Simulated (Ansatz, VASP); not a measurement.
TiC: VASP beside Ansatz

```xyz
2
Lattice="3.0421 0.0000 0.0000 -1.5210 2.6345 0.0000 0.0000 0.0000 2.6980" Properties=species:S:1:pos:R:3 pbc="T T T"
Ti    0.0000    0.0000    0.0000
C     1.5210    0.8782    1.3490
```

Alike in both runs: functional PBE; k mesh 24 × 24 × 20; occupations gaussian, width 0.1 eV; no spin polarisation.

Ansatz relaxed the structure, and its values are those at the end. VASP's run is a single point on that final structure, the one shown.

|  | VASP | Ansatz |
| --- | --- | --- |
| version | VASP 6.6.1 | Ansatz 0.2.0 |
| potentials or method | VASP PAW PBE potentials, release 64 (Ti_sv, C) | scalar-relativistic, plane waves, PAW |
| plane-wave cutoff (eV) | 520 | 420 |
| valence electrons in the cell | 16 | 16 |

```csv
,VASP,Ansatz,Ansatz less VASP
gap on the k mesh at the Fermi level (eV),none,none,-
pressure (GPa),0.1,0.0,-0.09
```

A gap of «none» marks a metal or a gap that the smearing closes.
